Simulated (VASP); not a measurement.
# AlN (P6_3mc) in VASP: further runs

The runs below take AlN through G0W0 quasiparticle levels, with PBE.

Everything below comes from runs of VASP 6.6.1. Logs are shortened: lines on timing, memory, paths and dates and some standing lists are left out, and cuts for length are marked.

### 1 The structure

Symmetry: P6_3mc, No. 186, hexagonal system. Conventional cell: a = 3.113 Å, b = 3.113 Å, c = 4.981 Å, α = 90.00°, β = 90.00°, γ = 120.00°. Al (site symmetry 3m) has 4 N at 1.89 Å as nearest neighbours. N (site symmetry 3m) is surrounded by 4 Al at 1.89 Å.

### 2 G0W0 quasiparticle levels, PBE

Contents of POSCAR:

```
AlN
1.0
    3.1130000000      0.0000000000      0.0000000000
   -1.5565000000      2.6959370820      0.0000000000
    0.0000000000      0.0000000000      4.9810000000
Al N
2 2
Direct
    0.6666666667      0.3333333333      0.5000000000
    0.3333333333      0.6666666667      0.0000000000
    0.6666666667      0.3333333333      0.8800000000
    0.3333333333      0.6666666667      0.3800000000
```

Contents of INCAR.step1:

```
SYSTEM = AlN
  PREC = Accurate
  ENCUT = 520
  EDIFF = 1E-8
  ISMEAR = 0
  SIGMA = 0.01
  LREAL = .FALSE.
  LASPH = .TRUE.
  NELM = 80
  ALGO = Normal
  LWAVE = .TRUE.
  LCHARG = .FALSE.
  GGA = PE
```

Contents of INCAR.step2:

```
SYSTEM = AlN
  PREC = Accurate
  ENCUT = 520
  EDIFF = 1E-8
  ISMEAR = 0
  SIGMA = 0.01
  LREAL = .FALSE.
  LASPH = .TRUE.
  NELM = 1
  ALGO = Exact
  LWAVE = .TRUE.
  LCHARG = .FALSE.
  GGA = PE
  NBANDS = 58
  LOPTICS = .TRUE.
  ISTART = 1
```

Contents of INCAR.step3:

```
SYSTEM = AlN
  PREC = Accurate
  ENCUT = 520
  EDIFF = 1E-8
  ISMEAR = 0
  SIGMA = 0.01
  LREAL = .FALSE.
  LASPH = .TRUE.
  ALGO = EVGW0
  LWAVE = .FALSE.
  LCHARG = .FALSE.
  GGA = PE
  NELMGW = 1
  NBANDS = 58
  ENCUTGW = 150
  NOMEGA = 48
  PRECFOCK = Fast
  ISTART = 1
  NBANDSGW = 16
```

Contents of KPOINTS:

```
regular mesh
0
G
  4 4 3
  0 0 0
```

Potentials or basis: VASP PAW PBE potentials, release 64 (Al_GW, N_GW).

Run with:

```console
> cat potpaw_PBE.64/Al_GW/POTCAR potpaw_PBE.64/N_GW/POTCAR > POTCAR
> cp INCAR.step1 INCAR
> mpirun -np 1 vasp_std > vasp.out
> cp INCAR.step2 INCAR
> mpirun -np 1 vasp_std > vasp.out
> cp INCAR.step3 INCAR
> mpirun -np 1 vasp_std > vasp.out
```

OUTCAR:

```text
SYSTEM = AlN
   PREC = Accurate
   ENCUT = 520
   EDIFF = 1E-8
   ISMEAR = 0
   LREAL = .FALSE.
   LASPH = .TRUE.
   GGA = PE
   NELMGW = 1
   ENCUTGW = 150
   PRECFOCK = Fast
   ISTART = 1

 Found      8 irreducible k-points:

 Following reciprocal coordinates:
            Coordinates               Weight
  0.000000  0.000000  0.000000      1.000000
  0.250000 -0.000000  0.000000      6.000000
  0.500000 -0.000000  0.000000      3.000000
  0.250000  0.250000  0.000000      6.000000
  0.000000  0.000000  0.333333      2.000000
  0.250000 -0.000000  0.333333     12.000000
   k-points           NKPTS =      8   k-points in BZ     NKDIM =     48   number of bands    NBANDS=     58
   number of dos      NEDOS =    301   number of ions     NIONS =      4
   total plane-waves  NPLWV =  23040
   dimension x,y,z NGX =    24 NGY =   24 NGZ =   40
   dimension x,y,z NGXF=    48 NGYF=   48 NGZF=   80
   ions per type =               2   2
   NGX,Y,Z   is equivalent  to a cutoff of  12.82, 12.82, 13.35 a.u.
   NGXF,Y,Z  is equivalent  to a cutoff of  25.63, 25.63, 26.70 a.u.
 SYSTEM =  AlN
   PREC   = accura    normal or accurate (medium, high low for compatibility)
   ISTART =      1    job   : 0-new  1-cont  2-samecut
   ICHARG =      0    charge: 1-file 2-atom 10-const
   ISPIN  =      1    spin polarized calculation?
   LNONCOLLINEAR =      F non collinear calculations
   LSORBIT =      F    spin-orbit coupling
   LASPH  =      T    aspherical Exc in radial PAW
   ENCUT  =  520.0 eV  38.22 Ry    6.18 a.u.   5.79  5.79  9.26*2*pi/ulx,y,z
   NELM   =     60;   NELMIN=  2; NELMDL=  0     # of ELM steps
   EDIFF  = 0.1E-07   stopping-criterion for ELM
   LREAL  =      F    real-space projection
   EDIFFG = 0.1E-06   stopping-criterion for IOM
   NSW    =      0    number of steps for IOM
   IBRION =     -1    ionic relax: 0-MD 1-quasi-New 2-CG
   NFREE  =      0    steps in history (QN), initial steepest desc. (CG)
   ISIF   =      0    stress and relaxation
   ISYM   =      3    0-nonsym 1-usesym 2-fastsym
   POTIM  = 0.5000    time-step for ionic-motion
   TEBEG  =    0.0;   TEEND  =   0.0 temperature during run
   PSTRESS=    0.0 pullay stress
   NELECT =      16.0000    total number of electrons
   NUPDOWN=      -1.0000    fix difference up-down
   EMIN   =  10.00;   EMAX   =-10.00  energy-range for DOS
   EFERMI =   0.00;   METHOD = LEGACY
   ISMEAR =     0;   SIGMA  =   0.01  broadening in eV -4-tet -1-fermi 0-gaus
   EFERMI_NEDOS =   21; number of points for ismear=-14 and -15
   IALGO  =     38    algorithm
   IMIX   =      4    mixing-type and parameters
     AMIX     =   0.40;   BMIX     =  1.00
     AMIX_MAG =   1.60;   BMIX_MAG =  1.00
  volume/ion in A,a.u.               =      10.45        70.52
  Fermi-wavevector in a.u.,A,eV,Ry     =   1.188629  2.246183 19.222843  1.412839
  Thomas-Fermi vector in A             =   2.324754
   LORBIT       =      0    0 simple, 1 ext, 2 COOP (PROOUT), +10 PAW based schemes
   GGA     = PE    functional components
   LHFCALC =     T    Hartree Fock is set to
   PRECFOCK=fast      Normal, Fast or Accurate (Low or Medium for compatibility)
   ENCUT4O =  -1.0   cutoff for four orbital integrals eV
   NKREDX  =     1    reduce k-point grid by
   NKREDY  =     1    reduce k-point grid by
   NKREDZ  =     1    reduce k-point grid by
   AEXX    =    1.0000 exact exchange contribution
   HFSCREEN=    0.0000 screening length (either q_TF or 0.3 A-1)
   HFSCREENC=   0.0000 screening length for correlation (either q_TF or 0.3 A-1)
   ENCUTFOCK=  -1.0 apply spherical cutoff to Coloumb kernel
   IVDW    =     0    specifies the selected vdW correction
   LEPSILON=     F    determine dielectric tensor
   LRPA    =     F    only Hartree local field effects (RPA)
   LRPAFORCE           =     F    calculate RPA forces
   ENCUTGW             = 150.0    cutoff for response function in eV
   ENCUTGWSOFT         = 120.0    soft cutoff for Coulomb kernel in GW response function in eV
   ENCUTLF             =  -1.0    cutoff for local field effects
   NELMGW              =     1    number of iterations in solving QP/BSE equation
   NELMHF              =     1    number of iterations in the inner HF iteration
   NKREDLFX            =     1    NKREDLFY  =   1   NKREDLFZ  =   1
 non-spin polarized calculation
 Gauss-broadening in eV      SIGMA  =   0.01
  energy-cutoff  :      520.00
  volume of cell :       41.80
 maximum number of plane-waves:      1134
 NGX is ok and might be reduce to    24
  NGX = 14; NGY = 14; NGZ = 24
   NGX = 11   NGY = 11   NGZ = 19
 maximum number of plane-waves:       179
 NGX is ok and might be reduce to    14

 QP shifts <psi_nk| G(iteration)W_0 |psi_nk>: iteration 1
 for sc-GW calculations column KS-energies equals QP-energies in previous step
 and V_xc(KS)=  KS-energies - (<T + V_ion + V_H > + <T+V_H+V_ion>^1  + <V_x>^1)

 k-point   1 :       0.0000    0.0000    0.0000
  band No.  KS-energies  QP-energies   sigma(KS)   V_xc(KS)     V^pw_x(r,r')   Z            occupation Imag(sigma)

      1     -10.0517     -11.3167     -16.5547     -14.7913     -24.7666       0.7174       2.0000       1.3414
      2      -7.9005      -9.0122     -17.8822     -16.3475     -25.8605       0.7244       2.0000       1.0995
      3      -0.8713      -1.9190     -14.0853     -12.6475     -18.5248       0.7287       2.0000       0.2182
      4       4.2821       3.6933     -17.0587     -16.2996     -20.6809       0.7756       2.0000       0.0903
      5       4.2821       3.6933     -17.0587     -16.2996     -20.6809       0.7756       2.0000       0.0903
      6       4.9360       4.4538     -17.3860     -16.7673     -20.8883       0.7795       2.0000       0.0840
[... 8 lines left out ...]
     15      18.2575      19.5964      -8.8174     -10.4993      -4.0017       0.7961       0.0000      -0.1587
     16      18.2575      19.5964      -8.8174     -10.4993      -4.0017       0.7961       0.0000      -0.1587

 k-point   2 :       0.2500   -0.0000    0.0000
  band No.  KS-energies  QP-energies   sigma(KS)   V_xc(KS)     V^pw_x(r,r')   Z            occupation Imag(sigma)

      1      -9.3044     -10.5216     -16.8854     -15.2064     -24.9974       0.7249       2.0000       1.2619
      2      -7.5334      -8.6139     -18.1352     -16.6477     -26.0793       0.7264       2.0000       1.0593
      3       0.0412      -0.9690     -14.4047     -13.0409     -18.5868       0.7408       2.0000       0.1743
      4       1.6842       0.7868     -15.2920     -14.1108     -19.1261       0.7597       2.0000       0.1270
      5       2.6808       1.9223     -16.0219     -15.0354     -19.6970       0.7688       2.0000       0.1084
      6       3.5715       2.8659     -16.5422     -15.6286     -20.2284       0.7723       2.0000       0.0987
[... 8 lines left out ...]
     15      17.2384      18.6772     -10.0520     -11.8942      -5.2324       0.7811       0.0000      -0.1549
     16      18.4027      19.6579      -9.1409     -10.7356      -4.1520       0.7871       0.0000      -0.2031
[... 61 lines left out ...]
 k-point   6 :       0.2500   -0.0000    0.3333
  band No.  KS-energies  QP-energies   sigma(KS)   V_xc(KS)     V^pw_x(r,r')   Z            occupation Imag(sigma)

      1      -8.9400     -10.1285     -17.0724     -15.4304     -25.1360       0.7238       2.0000       1.2174
      2      -8.0738      -9.2009     -17.6453     -16.0953     -25.6183       0.7272       2.0000       1.1156
      3       0.5739      -0.3760     -14.9919     -13.7202     -19.1206       0.7469       2.0000       0.1565
      4       1.6850       0.8330     -15.5595     -14.4372     -19.4287       0.7591       2.0000       0.1275
      5       2.7362       1.9353     -15.7795     -14.7389     -19.4569       0.7696       2.0000       0.1089
      6       3.8268       3.1598     -16.6789     -15.8174     -20.3229       0.7743       2.0000       0.0956
[... 8 lines left out ...]
     15      17.4701      18.7108      -8.8857     -10.4450      -4.1324       0.7957       0.0000      -0.1565
     16      18.3462      19.6466      -9.3110     -10.9653      -4.3052       0.7861       0.0000      -0.2019

 [... further k-points ...]
```

OUTCAR.step1:

```text
SYSTEM = AlN
   PREC = Accurate
   ENCUT = 520
   EDIFF = 1E-8
   ISMEAR = 0
   LREAL = .FALSE.
   LASPH = .TRUE.
   NELM = 80
[... 201 lines left out ...]
     -0.00000      1.79729      0.00000         0.000000     -0.000000     -0.144234
      1.55650      0.89865      4.38328         0.000000     -0.000000      0.144234
     -0.00000      1.79729      1.89278         0.000000      0.000000      0.144234
 -----------------------------------------------------------------------------------
    total drift:                                0.000000      0.000000     -0.001260

  FREE ENERGIE OF THE ION-ELECTRON SYSTEM (eV)
  ---------------------------------------------------
  free  energy   TOTEN  =       -29.8042392000 eV

  energy  without entropy=      -29.8042392000  energy(sigma->0) =      -29.80423920
```

OUTCAR.step2:

```text
SYSTEM = AlN
   PREC = Accurate
   ENCUT = 520
   EDIFF = 1E-8
[... 588 lines left out ...]
  --------------------------------------------------------------------------------------------------------------
     0.00000     4.97530     4.97530     4.90468    -0.00000    -0.00000     0.00000
     0.87902     5.02420     5.02420     4.95516    -0.00000    -0.00000     0.00000
     1.75803     5.18426     5.18426     5.12188    -0.00000    -0.00000     0.00000
     2.63705     5.50358     5.50358     5.46354    -0.00000    -0.00000     0.00000
     3.51607     6.16417     6.16417     6.24537    -0.00000    -0.00000     0.00000
     4.39508     6.19308     6.19308     4.19493    -0.00000    -0.00000     0.00000
[... 92 lines left out ...]
    86.14366     0.93055     0.93055     0.93211     0.00000     0.00000    -0.00000
    87.02268     0.93210     0.93210     0.93363     0.00000     0.00000    -0.00000
```

It took 44 s on 1 thread of Intel Xeon 6975P-C (Granite Rapids), shared host; peak memory 0.39 GiB.

The run converged, but some of its settings lie outside the range that counts as converged, so its numbers aren't taken as properties of the crystal.

Results:

```yaml
Band_gap_on_the_k_mesh_mean-field_level: 4.22 eV, direct
Quasiparticle_gap: 5.69 eV
Least_direct_quasiparticle_gap: 5.69 eV
```

Caveat: the k mesh is coarse (spacing up to 0.58 Å⁻¹), so the values aren't converged; bands, screening cutoff and mesh are small and nothing is extrapolated, so the quasiparticle values aren't converged.

### 3 G0W0 quasiparticle levels, PBE

POSCAR is that of step 2.

Changes to INCAR.step1 since step 2:

```diff
@@ -2,3 +2,3 @@
   PREC = Accurate
-  ENCUT = 520
+  ENCUT = 450
   EDIFF = 1E-8
```

Changes to INCAR.step2 since step 2:

```diff
@@ -2,3 +2,3 @@
   PREC = Accurate
-  ENCUT = 520
+  ENCUT = 450
   EDIFF = 1E-8
@@ -13,3 +13,3 @@
   GGA = PE
-  NBANDS = 58
+  NBANDS = 175
   LOPTICS = .TRUE.
```

Changes to INCAR.step3 since step 2:

```diff
@@ -2,3 +2,3 @@
   PREC = Accurate
-  ENCUT = 520
+  ENCUT = 450
   EDIFF = 1E-8
@@ -13,4 +13,4 @@
   NELMGW = 1
-  NBANDS = 58
-  ENCUTGW = 150
+  NBANDS = 175
+  ENCUTGW = 75
   NOMEGA = 48
```

KPOINTS is that of step 2.

Potentials or basis: VASP PAW PBE potentials, release 64 (Al_GW, N_GW).

Run with:

```console
> cat potpaw_PBE.64/Al_GW/POTCAR potpaw_PBE.64/N_GW/POTCAR > POTCAR
> cp INCAR.step1 INCAR
> mpirun -np 1 vasp_std > vasp.out
> cp INCAR.step2 INCAR
> mpirun -np 1 vasp_std > vasp.out
> cp INCAR.step3 INCAR
> mpirun -np 1 vasp_std > vasp.out
```

OUTCAR:

```text
SYSTEM = AlN
   PREC = Accurate
   ENCUT = 450
   EDIFF = 1E-8
   ISMEAR = 0
   LREAL = .FALSE.
   LASPH = .TRUE.
   GGA = PE
   NELMGW = 1
   ENCUTGW = 75
   PRECFOCK = Fast
   ISTART = 1

 Found      8 irreducible k-points:

 Following reciprocal coordinates:
            Coordinates               Weight
  0.000000  0.000000  0.000000      1.000000
  0.250000 -0.000000  0.000000      6.000000
  0.500000 -0.000000  0.000000      3.000000
  0.250000  0.250000  0.000000      6.000000
  0.000000  0.000000  0.333333      2.000000
  0.250000 -0.000000  0.333333     12.000000
   k-points           NKPTS =      8   k-points in BZ     NKDIM =     48   number of bands    NBANDS=    175
   number of dos      NEDOS =    301   number of ions     NIONS =      4
   total plane-waves  NPLWV =  20736
   dimension x,y,z NGX =    24 NGY =   24 NGZ =   36
   dimension x,y,z NGXF=    48 NGYF=   48 NGZF=   72
   ions per type =               2   2
   NGX,Y,Z   is equivalent  to a cutoff of  12.82, 12.82, 12.02 a.u.
   NGXF,Y,Z  is equivalent  to a cutoff of  25.63, 25.63, 24.03 a.u.
 SYSTEM =  AlN
   PREC   = accura    normal or accurate (medium, high low for compatibility)
   ISTART =      1    job   : 0-new  1-cont  2-samecut
   ICHARG =      0    charge: 1-file 2-atom 10-const
   ISPIN  =      1    spin polarized calculation?
   LNONCOLLINEAR =      F non collinear calculations
   LSORBIT =      F    spin-orbit coupling
   LASPH  =      T    aspherical Exc in radial PAW
   ENCUT  =  450.0 eV  33.07 Ry    5.75 a.u.   5.38  5.38  8.62*2*pi/ulx,y,z
   NELM   =     60;   NELMIN=  2; NELMDL=  0     # of ELM steps
   EDIFF  = 0.1E-07   stopping-criterion for ELM
   LREAL  =      F    real-space projection
   EDIFFG = 0.1E-06   stopping-criterion for IOM
   NSW    =      0    number of steps for IOM
   IBRION =     -1    ionic relax: 0-MD 1-quasi-New 2-CG
   NFREE  =      0    steps in history (QN), initial steepest desc. (CG)
   ISIF   =      0    stress and relaxation
   ISYM   =      3    0-nonsym 1-usesym 2-fastsym
   POTIM  = 0.5000    time-step for ionic-motion
   TEBEG  =    0.0;   TEEND  =   0.0 temperature during run
   PSTRESS=    0.0 pullay stress
   NELECT =      16.0000    total number of electrons
   NUPDOWN=      -1.0000    fix difference up-down
   EMIN   =  10.00;   EMAX   =-10.00  energy-range for DOS
   EFERMI =   0.00;   METHOD = LEGACY
   ISMEAR =     0;   SIGMA  =   0.01  broadening in eV -4-tet -1-fermi 0-gaus
   EFERMI_NEDOS =   21; number of points for ismear=-14 and -15
   IALGO  =     38    algorithm
   IMIX   =      4    mixing-type and parameters
     AMIX     =   0.40;   BMIX     =  1.00
     AMIX_MAG =   1.60;   BMIX_MAG =  1.00
  volume/ion in A,a.u.               =      10.45        70.52
  Fermi-wavevector in a.u.,A,eV,Ry     =   1.188629  2.246183 19.222843  1.412839
  Thomas-Fermi vector in A             =   2.324754
   LORBIT       =      0    0 simple, 1 ext, 2 COOP (PROOUT), +10 PAW based schemes
   GGA     = PE    functional components
   LHFCALC =     T    Hartree Fock is set to
   PRECFOCK=fast      Normal, Fast or Accurate (Low or Medium for compatibility)
   ENCUT4O =  -1.0   cutoff for four orbital integrals eV
   NKREDX  =     1    reduce k-point grid by
   NKREDY  =     1    reduce k-point grid by
   NKREDZ  =     1    reduce k-point grid by
   AEXX    =    1.0000 exact exchange contribution
   HFSCREEN=    0.0000 screening length (either q_TF or 0.3 A-1)
   HFSCREENC=   0.0000 screening length for correlation (either q_TF or 0.3 A-1)
   ENCUTFOCK=  -1.0 apply spherical cutoff to Coloumb kernel
   IVDW    =     0    specifies the selected vdW correction
   LEPSILON=     F    determine dielectric tensor
   LRPA    =     F    only Hartree local field effects (RPA)
   LRPAFORCE           =     F    calculate RPA forces
   ENCUTGW             =  75.0    cutoff for response function in eV
   ENCUTGWSOFT         =  60.0    soft cutoff for Coulomb kernel in GW response function in eV
   ENCUTLF             =  -1.0    cutoff for local field effects
   NELMGW              =     1    number of iterations in solving QP/BSE equation
   NELMHF              =     1    number of iterations in the inner HF iteration
   NKREDLFX            =     1    NKREDLFY  =   1   NKREDLFZ  =   1
 non-spin polarized calculation
 Gauss-broadening in eV      SIGMA  =   0.01
  energy-cutoff  :      450.00
  volume of cell :       41.80
 maximum number of plane-waves:       929
 NGX is ok and might be reduce to    24
  NGX = 12; NGY = 12; NGZ = 20
   NGX = 11   NGY = 11   NGZ = 17
 maximum number of plane-waves:        70
 NGX is ok and might be reduce to    10

 QP shifts <psi_nk| G(iteration)W_0 |psi_nk>: iteration 1
 for sc-GW calculations column KS-energies equals QP-energies in previous step
 and V_xc(KS)=  KS-energies - (<T + V_ion + V_H > + <T+V_H+V_ion>^1  + <V_x>^1)

 k-point   1 :       0.0000    0.0000    0.0000
  band No.  KS-energies  QP-energies   sigma(KS)   V_xc(KS)     V^pw_x(r,r')   Z            occupation Imag(sigma)

      1     -10.0517     -11.4202     -16.6836     -14.7935     -24.7724       0.7240       2.0000       1.2152
      2      -7.9009      -9.1167     -18.0330     -16.3505     -25.8675       0.7226       2.0000       0.9217
      3      -0.8685      -2.0341     -14.2413     -12.6477     -18.5133       0.7314       2.0000       0.2170
      4       4.2844       3.5771     -17.2098     -16.3010     -20.6613       0.7783       2.0000       0.1063
      5       4.2844       3.5771     -17.2098     -16.3010     -20.6613       0.7783       2.0000       0.1063
      6       4.9402       4.3449     -17.5298     -16.7686     -20.8670       0.7821       2.0000       0.1016
[... 8 lines left out ...]
     15      18.2584      19.2943      -9.1937     -10.4987      -4.0010       0.7938       0.0000      -0.1564
     16      18.2584      19.2943      -9.1937     -10.4987      -4.0010       0.7938       0.0000      -0.1564
[... 84 lines left out ...]
      1      -8.9399     -10.2229     -17.2048     -15.4331     -25.1425       0.7241       2.0000       1.0649
      2      -8.0738      -9.2985     -17.7921     -16.0983     -25.6254       0.7230       2.0000       0.9422
      3       0.5772      -0.4972     -15.1526     -13.7204     -19.1077       0.7502       2.0000       0.1610
      4       1.6876       0.7071     -15.7241     -14.4378     -19.4158       0.7623       2.0000       0.1354
      5       2.7397       1.8169     -15.9348     -14.7395     -19.4404       0.7720       2.0000       0.1194
      6       3.8308       3.0437     -16.8319     -15.8186     -20.3041       0.7768       2.0000       0.1100
[... 8 lines left out ...]
     15      17.4708      18.4218      -9.2469     -10.4448      -4.1306       0.7939       0.0000      -0.1548
     16      18.3466      19.3636      -9.6694     -10.9654      -4.3008       0.7847       0.0000      -0.1994

 [... further k-points ...]
```

Wall time 54 s (1 thread of Intel Xeon 6975P-C (Granite Rapids), shared host); peak memory 0.34 GiB.

The run converged, but some of its settings lie outside the range that counts as converged, so its numbers aren't taken as properties of the crystal.

What came out:

- Band gap on the k mesh, mean-field level: 4.21 eV, direct
- Quasiparticle gap: 5.47 eV
- Least direct quasiparticle gap: 5.47 eV

Caveat: the k mesh is coarse (spacing up to 0.58 Å⁻¹), so the values aren't converged; bands, screening cutoff and mesh are small and nothing is extrapolated, so the quasiparticle values aren't converged.

(Continued in part 2 of 2.)
